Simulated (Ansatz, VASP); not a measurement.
# Two plane-wave programs on Al2Cu

INCAR

```
SYSTEM = Al2Cu
  PREC = Accurate
  ENCUT = 520
  EDIFF = 1E-6
  ISMEAR = 0
  SIGMA = 0.1
  LREAL = .False.
  LASPH = .True.
  NELM = 100
  ALGO = Normal
  ISIF = 2
  LWAVE = .False.
  LCHARG = .True.
  GGA = PE
  LELF = .True.
  LVHAR = .True.
  NBANDS = 16
```

File KPOINTS:

```
regular mesh
0
Gamma
  6 6 6
  0 0 0
```

POSCAR

```
Al2Cu
1.0
   -2.0303375700      2.0303375700      2.8510940100
    2.0303375700     -2.0303375700      2.8510940100
    2.0303375700      2.0303375700     -2.8510940100
Al Cu
2 1
Direct
    0.7500000000      0.2500000000      0.5000000000
    0.2500000000      0.7500000000      0.5000000000
    0.5000000000      0.5000000000      0.0000000000
```

Input for Ansatz:

```yaml
crystal:
  lattice:
    - [-2.030338, 2.030338, 2.851094]
    - [2.030338, -2.030338, 2.851094]
    - [2.030338, 2.030338, -2.851094]
  atoms:
    - { symbol: Al, position: [0.75, 0.25, 0.5] }
    - { symbol: Al, position: [0.25, 0.75, 0.5] }
    - { symbol: Cu, position: [0.5, 0.5, 0.0] }
basis:
  ecutwfc: 420
kpoints:
  mp_grid: { grid: [6, 6, 6] }
hamiltonian:
  xc: pbe
scf:
  occupations: { method: gaussian, width: 0.1 }
output:
  forces: true
  stress: true
  eigenvalues: true
```

The cell comes from a database or a generator and needn't be the stable form of this composition.

Alike in both runs: task single point; functional PBE; k mesh 6 × 6 × 6; occupations gaussian, width 0.1 eV; no spin polarisation.

|  | VASP | Ansatz |
| --- | --- | --- |
| version | VASP 6.6.1 | Ansatz 0.2.0 |
| potentials or method | VASP PAW PBE potentials, release 64 (Al, Cu) | scalar-relativistic, plane waves, PAW |
| plane-wave cutoff (eV) | 520 | 420 |
| valence electrons in the cell | 17 | 25 |

VASP gave:

* gap on the k mesh at the Fermi level (eV): none
* pressure (GPa): 2.9

Task: Which values does Ansatz return?

Result: gap on the k mesh at the Fermi level (eV): none; pressure (GPa): 2.8.

A gap of «none» marks a metal or a gap that the smearing closes. With one functional, cell and mesh, what is left measures potentials, basis and numerics. The two sets of potentials don't hold the same shells in valence.

Caveats: the k mesh is coarse (spacing up to 0.36 Å⁻¹), so the values aren't converged.
